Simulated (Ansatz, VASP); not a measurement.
# Pt in VASP and in Ansatz

```
Pt
1.0
     0.00000    2.80860    2.80860
     2.80860    0.00000    2.80860
     2.80860    2.80860    0.00000
Pt
2
Direct
  0.87500 0.87500 0.87500
  0.12500 0.12500 0.12500
```

Change from the starting cell: volume scaled by 0.92, norm-conserving files.

Alike in both runs: task single point; functional PBE; k mesh 14 × 14 × 14; occupations fermi-dirac, width 0.05 eV; no spin polarisation.

```csv
,VASP,Ansatz
version,VASP 6.6.1,Ansatz 0.2.0
potentials or method,"VASP PAW PBE potentials, release 64 (Pt)","norm-conserving pseudopotentials, scalar-relativistic"
plane-wave cutoff (eV),520,1143
valence electrons in the cell,20,36
```

```csv
,VASP,Ansatz,Ansatz less VASP
pressure (GPa),11.3,12.2,+0.85
```

The two sets of potentials don't hold the same shells in valence.

The runs have no spin-orbit coupling, so splittings on Pt are missing.
